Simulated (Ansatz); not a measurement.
Set up this calculation in Ansatz 0.2.0, as the native input.

- Task: single point
- Functional: PBE
- Potentials or basis: Ansatz PAW
- Cutoff: 420 eV (not typed: the program's choice for these potentials)
- k mesh: 10 × 10 × 10
- Occupations: gaussian, width 0.025 eV
- Spin: no spin polarisation

ZrC:

```
Zr C
1.0
     0.00000    2.36500    2.36500
     2.36500    0.00000    2.36500
     2.36500    2.36500    0.00000
Zr C
1 1
Direct
  0.50000 0.50000 0.50000
  0.00000 0.00000 0.00000
```

One way to write it, as run:

input.yaml

```yaml
crystal:
  lattice:
    - [0.0, 2.365, 2.365]
    - [2.365, 0.0, 2.365]
    - [2.365, 2.365, 0.0]
  atoms:
    - { symbol: Zr, position: [0.5, 0.5, 0.5] }
    - { symbol: C, position: [0.0, 0.0, 0.0] }
hamiltonian:
  xc: pbe
  pseudopotentials: { kind: paw }
kpoints:
  mp_grid: { grid: [10, 10, 10] }
scf:
  occupations: { method: gaussian, width: 0.025 }
output:
  forces: true
  stress: true
  eigenvalues: true
```

Potentials or basis: Ansatz PAW.

Command:

```console
$ ansatz run input.yaml --threads 2 --pin off --max-ram 5632MiB --backend cpu --events-out ev --progress --plain --runs-dir out
```

Results of the run:

```yaml
Pressure: -3.0 GPa
```

Wall time 1.4 s on 2 threads of Arm Neoverse V2, with other jobs on the host, peak memory 0.28 GiB.
